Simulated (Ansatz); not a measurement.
An ideal cubic perovskite cell is held by its symmetry; such compounds can tilt or shift off centre at room temperature.

Inside the gap of an insulator the Bloch states are evanescent, with a wavenumber k + iκ along the transport direction.

Given:

```
CsPbI3
1.0
    6.27514     0.00000     0.00000
    0.00000     8.87439     0.00000
    0.00000     4.43719     4.43719
Cs Pb I
1 1 3
Direct
  0.50000   0.50000   0.00000
  0.00000   0.00000   0.00000
  0.50000   0.00000   0.00000
  0.00000   0.50000   0.50000
  0.00000   0.00000   0.50000
```

The cell is taken as given; by r2SCAN it stands under a pressure of 0.5 GPa.

Transport runs along the normal of the first two printed cell vectors, the (110) plane of the conventional cell.

No gap correction and no spin-orbit coupling; mid-gap is the computed energy nearest the middle.

**Question.** Give the band gap and the smallest decay constant κ at mid-gap that r2SCAN in Ansatz (an electronic-structure program) yields.

**Answer.** Gap 1.61 eV on a 8×8×8 mesh; κ = 0.109 1/Å, at (0.500, 0.000) of the in-plane reciprocal vectors. At the zone centre the slowest state has κ = 0.16 1/Å.
